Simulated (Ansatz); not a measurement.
# Convergence of a linear-scaling basis for generalised stacking fault on (110) of a KCl-RbCl solid solution (80 atoms)

Wanted: errors and times of a linear-scaling basis for generalised stacking fault on (110) of a KCl-RbCl solid solution (80 atoms). A setting counts as converged where the r.m.s. difference of forces stays under 1 % of the r.m.s. force.

Calculated with Ansatz 0.2.0; Kohn-Sham DFT, PBE, PAW (set soft_2), plane waves.

### 1. The structure

The cell holds 80 atoms: 13 Rb, 40 Cl and 27 K. Its edges and angles: a = 7.339 Å, b = 10.379 Å, c = 26.065 Å, α = 90.0°, β = 88.0°, γ = 90.0°. It derives from KCl and RbCl. CsCl-type KCl lattice (a = 3.6697 Å, the value set for the mixture), cell with z along [110], 2 x 2 x 5 periods; the third cell vector is tilted by 0.250 of [001] and lengthened by 0.1 Å, so the cell holds one fault; displaced by a Gaussian of 0.01 Å; 13 of 40 K sites given to Rb at random (lattice constant by Vegard's rule between KCl and RbCl).

What the set-up can't give: The host structure and its lattice constant were typed by rule, without a check against the phase diagram.

### 2. Plane-wave single point

The first run fixes the reference, at a cutoff of 420 eV.

input.yaml reads:

```yaml
crystal:
  lattice:
    - [7.3394, 0.0, 0.0]
    - [0.0, 10.37948, 0.0]
    - [0.91742, 0.0, 26.0487]
  atoms:
    - { symbol: Rb, position: [0.8747, 0.00092, 0.99566] }
    - { symbol: Cl, position: [0.23697, 0.00062, 0.09925] }
    - { symbol: K, position: [0.3761, 0.99894, 0.99608] }
    - { symbol: Cl, position: [0.73896, 0.9991, 0.09992] }
    - { symbol: K, position: [0.87316, 0.49869, 0.99572] }
    - { symbol: Cl, position: [0.23907, 0.49817, 0.09923] }
    - { symbol: K, position: [0.37297, 0.49943, 0.99551] }
    - { symbol: Cl, position: [0.74056, 0.49891, 0.09929] }
    - { symbol: K, position: [0.98905, 0.25071, 0.09866] }
    - { symbol: Cl, position: [0.22637, 0.24935, 0.19882] }
    - { symbol: Rb, position: [0.4876, 0.24975, 0.0991] }
    - { symbol: Cl, position: [0.7267, 0.24953, 0.19853] }
    - { symbol: K, position: [0.97715, 0.99888, 0.19899] }
    - { symbol: Cl, position: [0.21337, 0.00132, 0.29812] }
    - { symbol: Rb, position: [0.47496, 0.00078, 0.19902] }
    - { symbol: Cl, position: [0.71308, 0.99887, 0.29884] }
    - { symbol: K, position: [0.98623, 0.74814, 0.09963] }
    - { symbol: Cl, position: [0.2241, 0.75033, 0.19914] }
    - { symbol: K, position: [0.48904, 0.75142, 0.09866] }
    - { symbol: Cl, position: [0.72631, 0.74958, 0.1989] }
    - { symbol: K, position: [0.9749, 0.50196, 0.19937] }
    - { symbol: Cl, position: [0.21246, 0.49997, 0.29846] }
    - { symbol: K, position: [0.47512, 0.50155, 0.19845] }
    - { symbol: Cl, position: [0.71347, 0.49973, 0.29901] }
    - { symbol: K, position: [0.96106, 0.24855, 0.29879] }
    - { symbol: Cl, position: [0.19967, 0.25023, 0.39814] }
    - { symbol: K, position: [0.46395, 0.24952, 0.29866] }
    - { symbol: Cl, position: [0.69783, 0.25172, 0.39778] }
    - { symbol: Rb, position: [0.94756, 0.99859, 0.39799] }
    - { symbol: Cl, position: [0.18756, 0.00269, 0.49788] }
    - { symbol: Rb, position: [0.44716, 0.00218, 0.39826] }
    - { symbol: Cl, position: [0.68814, 0.99894, 0.49801] }
    - { symbol: K, position: [0.96262, 0.74991, 0.29759] }
    - { symbol: Cl, position: [0.19848, 0.75149, 0.3978] }
    - { symbol: Rb, position: [0.46271, 0.75012, 0.2985] }
    - { symbol: Cl, position: [0.70054, 0.7496, 0.39834] }
    - { symbol: K, position: [0.95082, 0.50076, 0.39757] }
    - { symbol: Cl, position: [0.18515, 0.49905, 0.49769] }
    - { symbol: K, position: [0.45105, 0.49924, 0.39807] }
    - { symbol: Cl, position: [0.68695, 0.50026, 0.49752] }
    - { symbol: Rb, position: [0.9381, 0.24981, 0.49807] }
    - { symbol: Cl, position: [0.17399, 0.24918, 0.5978] }
    - { symbol: K, position: [0.4385, 0.25017, 0.49754] }
    - { symbol: Cl, position: [0.67638, 0.24835, 0.59776] }
    - { symbol: K, position: [0.92611, 0.99892, 0.59714] }
    - { symbol: Cl, position: [0.16455, 0.99979, 0.6969] }
    - { symbol: K, position: [0.42877, 0.99889, 0.59774] }
    - { symbol: Cl, position: [0.66117, 0.00089, 0.6967] }
    - { symbol: K, position: [0.93954, 0.75044, 0.49765] }
    - { symbol: Cl, position: [0.17488, 0.74896, 0.59783] }
    - { symbol: K, position: [0.44044, 0.75048, 0.49779] }
    - { symbol: Cl, position: [0.67466, 0.74877, 0.59786] }
    - { symbol: K, position: [0.92505, 0.49884, 0.59711] }
    - { symbol: Cl, position: [0.16258, 0.4991, 0.69631] }
    - { symbol: Rb, position: [0.42547, 0.49942, 0.59705] }
    - { symbol: Cl, position: [0.66205, 0.50057, 0.69699] }
    - { symbol: Rb, position: [0.91351, 0.25001, 0.69702] }
    - { symbol: Cl, position: [0.14854, 0.24898, 0.79682] }
    - { symbol: K, position: [0.41271, 0.24964, 0.69698] }
    - { symbol: Cl, position: [0.65173, 0.25107, 0.79683] }
    - { symbol: K, position: [0.9016, 0.00029, 0.79629] }
    - { symbol: Cl, position: [0.13722, 0.9996, 0.89657] }
    - { symbol: K, position: [0.40171, 0.00109, 0.79594] }
    - { symbol: Cl, position: [0.63876, 0.00119, 0.896] }
    - { symbol: Rb, position: [0.91095, 0.74889, 0.69675] }
    - { symbol: Cl, position: [0.14732, 0.74988, 0.79577] }
    - { symbol: K, position: [0.41502, 0.74961, 0.69764] }
    - { symbol: Cl, position: [0.65083, 0.74917, 0.79655] }
    - { symbol: Rb, position: [0.89949, 0.50013, 0.79658] }
    - { symbol: Cl, position: [0.13974, 0.50137, 0.89549] }
    - { symbol: Rb, position: [0.40198, 0.50019, 0.79643] }
    - { symbol: Cl, position: [0.64002, 0.49923, 0.89666] }
    - { symbol: K, position: [0.88626, 0.24854, 0.89646] }
    - { symbol: Cl, position: [0.12647, 0.24951, 0.99587] }
    - { symbol: K, position: [0.38903, 0.24925, 0.89615] }
    - { symbol: Cl, position: [0.62466, 0.2492, 0.99604] }
    - { symbol: K, position: [0.88897, 0.74971, 0.89558] }
    - { symbol: Cl, position: [0.12453, 0.74949, 0.99572] }
    - { symbol: Rb, position: [0.38957, 0.75033, 0.89632] }
    - { symbol: Cl, position: [0.62783, 0.75161, 0.99571] }
kpoints:
  mp_grid: { grid: [2, 1, 1] }
hamiltonian:
  xc: pbe
scf:
  occupations: { method: fermi_dirac, width: 0.025 }
output:
  forces: true
  stress: true
  populations: true
  dos:
    method: { smearing: { sigma: 0.08 } }
    de: 0.1
    projected: { site_lists: { Cl: [Cl], K: [K], Rb: [Rb] } }
  eigenvalues: true
  write_density: true
  write_potential: true
  volumetric_format: npy
```

The run is started by

```console
> ansatz run input.yaml --threads 8 --pin off --max-ram 15872MiB --backend cpu --events-out ev --progress --plain --runs-dir out
```

Numbers of over 12 decimals in the logs are rounded to 6 here.

The program printed:

```text
Engine: ansatz 0.2.0, aarch64-unknown-linux-gnu
Pseudopotentials: kind: paw
Pseudopotential: Rb, paw, valence charge 9, recommended cutoff 420 eV (normal), Rb.paw.azcp
Pseudopotential: Cl, paw, valence charge 7, recommended cutoff 420 eV (normal), Cl.paw.azcp
Pseudopotential: K, paw, valence charge 9, recommended cutoff 420 eV (normal), K.paw.azcp
[... 5 lines on functional and potentials left out ...]
Crystal: 80 atoms, lattice volume = 1984.368 Å³
Basis set: ecut = 420 eV, 38809 PW (Γ), exchange–correlation on 100×144×360 points (8 copies of the dense FFT grid, shifted against one another)
Bands: 400, of which v1, the nominal top of the filled ones, is band 320 counted from 1 (319 counted from 0)
Symmetry: 1 space group operations
Space group: P1 (ITA 1), of the structure as read, at distance tolerance 1.3e-4 Å
k-points: 2
[... 7 lines on functional and potentials left out ...]
Initial density: superposition of atomic densities (neutral atoms: chi_scale 0, normalization atom), corrected by the library's trained network
Initial wavefunctions: pseudopotential atomic-orbital guess
Functional: x = pbe(κ = 0.804, μ = 0.219515), c = pbe(β = 0.066725)
SCF iter   1: F=—  HF=-127321.089648 eV  |F-HF|=—  |Δ(HF+E_count)|=         —  Δρ=4.14e-4  dr2=5.59e-3  ethr=1.77e-3  ⟨swp⟩=12.5  Hψ=4819  notcnv=0  defer=41
preconditioner: auto → Resta (q_TF=auto, 2.259 Å⁻¹)  ε∞=2.9  [insulator: Δε(μ)=5.557 eV  Ē_g=14.325 eV  σ=0.025 eV  W_gap=1.00  n_scr=398 (ndim 8)  ℏωp=19.7 eV  f_vac=0.000  D(μ)=0.00/eV (n_scr^D=0)  ε∞_Penn≈2.9]
SCF iter   2: F=—  HF=-127321.066520 eV  |F-HF|=—  |Δ(HF+E_count)|=   2.31e-2  Δρ=1.95e-4  dr2=1.27e-3  ethr=8.74e-7  ⟨swp⟩=3.5  Hψ=1660  notcnv=0  defer=84
SCF iter   3: F=—  HF=-127321.066166 eV  |F-HF|=—  |Δ(HF+E_count)|=   3.54e-4  Δρ=7.70e-5  dr2=1.24e-4  ethr=1.99e-7  ⟨swp⟩=2.0  Hψ=1285  notcnv=0  defer=84
SCF iter   4: F=—  HF=-127321.066158 eV  |F-HF|=—  |Δ(HF+E_count)|=   7.82e-6  Δρ=2.91e-5  dr2=2.06e-5  ethr=1.94e-8  ⟨swp⟩=3.0  Hψ=1305  notcnv=0  defer=84
SCF iter   5: F=—  HF=-127321.064961 eV  |F-HF|=—  |Δ(HF+E_count)|=   1.20e-3  Δρ=4.93e-6  dr2=4.53e-7  ethr=3.21e-9  ⟨swp⟩=2.0  Hψ=1210  notcnv=0  defer=84
SCF iter   6: F=-127321.064961 eV  HF=-127321.064961 eV  |F-HF|=6.26e-10  |Δ(HF+E_count)|=   3.38e-7  Δρ=1.08e-6  dr2=2.58e-8  ethr=1.56e-11  ⟨swp⟩=18.5  Hψ=6850  notcnv=0
SCF 1 converged in 6 iterations: F = -127321.064961 eV  dr2 = 2.58e-8
  greatest PAW one-centre occupation: 0.988 electrons in one spin orbital (limit 2), on the K atom at site 8 (counted from 0), in its partial waves of l = 0
SCF converged after 6 iterations
Free energy (F): -127321.064961 eV
Harris-Foulkes:  -127321.064961 eV  (|F-HF|=6.26e-10)
Internal energy: -127321.064961 eV  (E = F + TS)
E sigma→0 (E₀):  -127321.064961 eV
Fermi energy:    6.451091 eV
--- Per-component energies (eV) ---
  E_band       = -3490.145547
  E_kinetic    = 15939.098323
  E_local      = -27164.132648  (includes V_loc(G=0)·N_el)
  E_nonlocal   = 3739.216211
  E_hartree    = 8175.593662
  E_xc         = -9709.677604
  E_vxc        = -11216.436620  (∫ρ·V_xc dr)
  E_paw        = -81520.292733  (= ΣΔE_a)
  E_vpaw       = -1139.080790  (= ΣTr[D̂ρ^β])
  E_aug_tail   = 0.003472  (compensation charges beyond the density's cutoff)
  E_ewald      = -36780.873644
  E_smearing   = -0.000000  (= −TS)
  E_closure    = -0.000000  (closes the sum)
  Σ components = -127321.064961   (vs F -127321.064961, Δ=0.00e0)
--- Forces (eV/Å), atoms counted from 1 ---
  atom   1  Rb     0.28533456    -0.02861573    -0.45485530
  atom   2  Cl    -0.30297871    -0.17422085     0.14421008
  atom   3  K      0.09885195     0.00991486    -0.34884644
  atom   4  Cl    -0.11073436    -0.10974427     0.50439404
  atom   5  K      0.16870263     0.02711630    -0.36840046
  atom   6  Cl    -0.22222367     0.20804487     0.28249997
  atom   7  K      0.14115799     0.02079317    -0.33682074
  atom   8  Cl    -0.09545075     0.14751642     0.27847541
  atom   9  K     -0.14492443    -0.01395682     0.42768220
  atom  10  Cl    -0.21721734     0.17144381     0.14665224
  atom  11  Rb    -0.24880542     0.00193431     0.57286846
  atom  12  Cl     0.16804394     0.15003152     0.14803523
  atom  13  K     -0.02822352     0.04736029    -0.01352473
  atom  14  Cl    -0.20006254     0.09099891    -0.08378678
[...]
atom  79  Rb    -0.02771510     0.02246619    -0.01577570
  atom  80  Cl     0.10322748    -0.17069968    -0.15314799
  max |Σ_I F_I| component: 2.09e-5 eV/Å
--- Stress (GPa, compression-positive) ---
        5.133388       0.008057      -0.325487
        0.008057       4.766248      -0.001519
       -0.325487      -0.001519       5.546857
  P = ⅓ Tr σ = 5.1488 GPa (51.488 kbar)
--- Band table (eV) ---
  k-point 0: bands = ["-24.1677", "-24.1625", "-24.1620", "-24.1585", [... 384 levels ...], "12.0549", "12.0598", "12.0866", "12.1072", "12.1594", "12.1945", "12.2585", "12.2637", "12.2675", "12.2795", "12.2968", "12.3175"]
  k-point 1: bands = ["-24.1670", "-24.1606", "-24.1591", "-24.1535", [... 384 levels ...], "12.1015", "12.1463", "12.1646", "12.2011", "12.2066", "12.2126", "12.2655", "12.2677", "12.2857", "12.3010", "12.3211", "12.3318"]
--- Löwdin populations: 80 sites ---
  site symbol       q [e]
     0     Rb      8.1950
     1     Cl      7.6987
     2      K      8.2500
[...]
79     Cl      7.6988
  spilling = 0.004358 (of n_electrons = 640.000000)
```

Run time: 36 s. Hardware: 8 threads of Arm Neoverse V2, shared host; peak memory 6.8 GiB; 4.6 min of CPU time.

Numbers from this run:

- free energy: -127321.0650 eV
- free energy per atom: -1591.5133 eV/atom
- SCF cycles: 6
- pressure: 5.149 GPa
- r.m.s. force component: 0.1468 eV/Å
- longest force: 0.786 eV/Å
- Fermi energy: 6.451 eV
- gap (highest filled to lowest empty level): 5.562 eV
- spilling of the projection: 0.004358

The r.m.s. force component of 0.15 eV/Å and the pressure of 5.1 GPa set the scale for the differences below.

### 3. Support functions low

With localised support functions most steps grow linearly with size, though the diagonalisation grows faster unless the density matrix is cut; this run measures error and cost at this size. The level low gives here a grid of 30×48×108 points and a radius of 4.36 Å.

This step: Kohn-Sham DFT, PBE, PAW (set soft_2), localised support functions (low) (Ansatz 0.2.0).

input.yaml, the sections that differ from step 2:

```yaml
scf:
  occupations: { method: fermi_dirac, width: 0.025 }
  eigensolver: { kind: { support_functions: { accuracy: low } } }
  mixing: { beta: 0.2 }
  max_iter: 150
output:
  forces: true
  eigenvalues: true
# crystal, kpoints, hamiltonian: as in step 2
```

The program printed:

```text
Warning: scf.eigensolver.kind.support_functions: disabling space-group detection — the functions' gradient is summed over unrotated k-points, so no spatial operation reduces the k-mesh or symmetrises the density; time reversal is kept, so that k and −k are solved as one point where they differ and the mesh holds both, and exact exchange and, on two spinor components, a DFT+U term hold to it where the run has them: [...]
settings of this run that can trade accuracy for cost: scf.eigensolver.kind.support_functions; scf.eigensolver.kind.support_functions.accuracy: low [...]
[...]
Crystal: 80 atoms, lattice volume = 1984.368 Å³
Basis set: ecut = 420 eV, 38809 PW (Γ), exchange–correlation on 100×144×360 points (8 copies of the dense FFT grid, shifted against one another)
Bands: 384, of which v1, the nominal top of the filled ones, is band 320 counted from 1 (319 counted from 0)
Symmetry: 1 space group operations
k-points: 2
[...]
Eigensolver: Support functions (low, 30×48×108 points, laid for a spacing of at most 0.246777 Å, radius 4.355943 Å, 3 species' potentials softened for the grid, 3 wholly corrected for its errors in the mean over positions, 3 with the egg-box correction, energy correction by stochastic trace)
[...]
SCF iter   1: F=—  HF=-127326.687365 eV  |F-HF|=—  |Δ(HF+E_count)|=         —  Δρ=3.81e-2  dr2=4.71e1  ethr=1.00e-1
[...]
SCF iter  13: F=—  HF=-127321.069787 eV  |F-HF|=—  |Δ(HF+E_count)|=   9.62e-4  Δρ=6.01e-5  dr2=4.53e-5  ethr=7.07e-9  κ⁻¹=7.7e-7(r=7)
SCF iter  14: F=-127321.070575 eV  HF=-127321.070585 eV  |F-HF|=9.89e-6  |Δ(HF+E_count)|=   7.98e-4  Δρ=2.55e-5  dr2=1.59e-5  ethr=7.07e-9
SCF 1 converged in 14 iterations: F = -127321.081646 eV  dr2 = 1.59e-5
[...]
SCF converged after 14 iterations
Stability not checked: this state was not tested for a lower state beside it, because the mixer in use, unlike msr1, does not test its closes by its own steps (another_mixer; see scf.mixing.algorithm and scf.lower_state_search)
Free energy (F): -127321.081646 eV
[...]
Internal energy: -127321.081646 eV  (E = F + TS)
E sigma→0 (E₀):  -127321.081646 eV
Fermi energy:    6.451399 eV
[...]
Σ components = -127321.081646   (vs F -127321.081646, Δ=0.00e0)
--- Forces (eV/Å), atoms counted from 1 ---
  atom   1  Rb     0.28563517    -0.02858551    -0.45497782
  atom   2  Cl    -0.30269962    -0.17421734     0.14432460
  atom   3  K      0.09940137     0.01000183    -0.34970116
  atom   4  Cl    -0.11034707    -0.10975452     0.50467608
[...]
atom  80  Cl     0.10291161    -0.17067983    -0.15338571
  max |Σ_I F_I| component: 1.64e-3 eV/Å
--- Band table (eV) ---
[...]
```

Elapsed: 55 s, on 8 threads; peak memory 3.1 GiB; 7.1 min of CPU time.

The program notes that the band table was not solved further than the SCF left it and it switched symmetry off.

Keys that differ from the reference: support_functions.accuracy = "low", scf.max_iter = 150 and scf.mixing.beta = 0.2.

Forces differ from the reference by 0.27 meV/Å r.m.s., 0.18 % of their size, well within a tolerance of 1 %; the energy by -0.21 meV/atom. It took 55 s and 14 cycles; the reference's time can't be set against it, since the two runs asked for unlike analyses.

### 4. Support functions medium

The level medium is asked for. Here it resolves to the same grid and radius as in the run with support functions low, so the basis is not new.

This step: Kohn-Sham DFT, PBE, PAW (set soft_2), localised support functions (medium) (Ansatz 0.2.0).

input.yaml, the sections that differ from step 3:

```yaml
scf:
  occupations: { method: fermi_dirac, width: 0.025 }
  eigensolver: { kind: { support_functions: { accuracy: medium } } }
  mixing: { beta: 0.2 }
  max_iter: 150
# crystal, kpoints, hamiltonian, output: as in step 3
```

The program printed:

```text
[...]
Crystal: 80 atoms, lattice volume = 1984.368 Å³
Basis set: ecut = 420 eV, 38809 PW (Γ), exchange–correlation on 100×144×360 points (8 copies of the dense FFT grid, shifted against one another)
Bands: 384, of which v1, the nominal top of the filled ones, is band 320 counted from 1 (319 counted from 0)
Symmetry: 1 space group operations
k-points: 2
[...]
Eigensolver: Support functions (medium, 30×48×108 points, laid for a spacing of at most 0.246777 Å, radius 4.355943 Å, 3 species' potentials softened for the grid, 3 wholly corrected for its errors in the mean over positions, 3 with the egg-box correction, energy correction by stochastic trace)
[...]
SCF iter   1: F=—  HF=-127326.687365 eV  |F-HF|=—  |Δ(HF+E_count)|=         —  Δρ=3.81e-2  dr2=4.71e1  ethr=1.00e-1
[...]
SCF iter  15: F=—  HF=-127321.071230 eV  |F-HF|=—  |Δ(HF+E_count)|=   6.46e-4  Δρ=1.06e-5  dr2=2.02e-6  ethr=2.48e-9  κ⁻¹=4.0e-7(r=7)
SCF iter  16: F=-127321.071231 eV  HF=-127321.071231 eV  |F-HF|=3.62e-7  |Δ(HF+E_count)|=   8.02e-7  Δρ=6.18e-6  dr2=1.10e-6  ethr=3.16e-10
SCF 1 converged in 16 iterations: F = -127321.081653 eV  dr2 = 1.10e-6
[...]
SCF converged after 16 iterations
[...]
Free energy (F): -127321.081653 eV
[...]
Internal energy: -127321.081653 eV  (E = F + TS)
E sigma→0 (E₀):  -127321.081653 eV
Fermi energy:    6.450992 eV
[...]
Σ components = -127321.081653   (vs F -127321.081653, Δ=0.00e0)
--- Forces (eV/Å), atoms counted from 1 ---
  atom   1  Rb     0.28558921    -0.02858871    -0.45496739
  atom   2  Cl    -0.30270950    -0.17420274     0.14430625
  atom   3  K      0.09950020     0.01000774    -0.34977385
  atom   4  Cl    -0.11039246    -0.10976131     0.50466823
[...]
atom  80  Cl     0.10295004    -0.17069693    -0.15333795
  max |Σ_I F_I| component: 1.60e-3 eV/Å
--- Band table (eV) ---
[...]
```

Elapsed: 60 s, on 8 threads; peak memory 3.1 GiB; 7.7 min of CPU time.

Keys that differ from the reference: support_functions.accuracy = "medium", scf.max_iter = 150 and scf.mixing.beta = 0.2.

Forces differ from the reference by 0.27 meV/Å r.m.s., 0.18 % of their size, well within a tolerance of 1 %; the energy by -0.21 meV/atom. It took 60 s and 16 cycles; the reference's time can't be set against it, since the two runs asked for unlike analyses.

[end of part 1 of 3]

[Logs are printed without paths, hosts, clocks, repeated set-up lines and the standing remarks that a program may print on its own settings, such as how far it seeks lower states.]

[Hosts, paths, dates, database ids (printed as entryN), source tags and the programs' standing remarks are cut or masked in the printed files.]
